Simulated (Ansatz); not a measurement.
Runs of Ansatz 0.2.0 on ZrC. The structure is cubic, space group Fm-3m (No. 225). Conventional cell: a = 4.730 Å, b = 4.730 Å, c = 4.730 Å, α = 90.00°, β = 90.00°, γ = 90.00°. Zr (site symmetry m-3m) has 6 C at 2.37 Å as nearest neighbours. C (site symmetry m-3m) has 6 Zr at 2.37 Å as nearest neighbours. 

```csv
task,level,spin,cell,k mesh,cutoff (eV),points for each segment of the path,mesh quality,gap on the mesh (eV),pressure (GPa),relaxed volume (Å³/atom)
relaxation of cell and atoms,revPBE+D3(BJ),off,relaxed,10 × 10 × 10,420,-,not flagged,-,0.0,12.63
relaxation of cell and atoms,BLYP,off,relaxed,10 × 10 × 10,420,-,not flagged,none,0.0,(a)
band structure,HSEsol,off,as given,5 × 5 × 5,420,4,coarse,none,-8.8,-
band structure,r2SCAN,off,as given,10 × 10 × 10,500,14,not flagged,none,(c),-
relaxation of cell and atoms,PBEsol+D3(BJ),off,relaxed,10 × 10 × 10,420,-,not flagged,-,0.0,12.45
relaxation of cell and atoms,RPBE+D3(BJ),off,relaxed,10 × 10 × 10,420,-,not flagged,none,0.0,11.45
relaxation of cell and atoms,RPBE+D4,off,relaxed,10 × 10 × 10,420,-,not flagged,none,0.0,12.85
relaxation of cell and atoms,revPBE+D4,off,relaxed,10 × 10 × 10,420,-,not flagged,none,0.0,(b)
relaxation of cell and atoms,HSEsol,off,relaxed,5 × 5 × 5,420,-,coarse,none,0.0,12.73
band structure,r2SCAN,"SOC, no magnetisation",as given,7 × 7 × 7,500,14,not flagged,none,-2.7,-
relaxation of cell and atoms,PBEsol+D4,off,relaxed,10 × 10 × 10,420,-,not flagged,-,0.0,12.62
band structure,BLYP,off,as given,10 × 10 × 10,420,14,not flagged,none,4.2,-
```

Alike in all rows: potentials or basis Ansatz PAW; smearing fermi-dirac 0.05 eV.

Estimate the missing entries.

(a) 13.49; (b) 12.82; (c) -2.6.

Caveats: some runs use coarse meshes; the PAW data sets come from PBE, with cores solved anew for the run's functional, which leaves a small shift of forces and pressure; the plane-wave basis is chosen anew once the cell has moved, so the energies of steps on either side of that aren't comparable (some runs); pairwise dispersion overbinds metals, which lowers pressure and volume (some runs); the thresholds are loose for stress (some runs); the volume moved by -13 % from the deposited cell, more than functionals usually miss (some runs).

A k mesh can miss the band edges, and rows without SOC leave out spin-orbit coupling on Zr.

A gap of «none» marks a metal or a gap under the smearing width.

Runs at the PBE level aren't shown here.
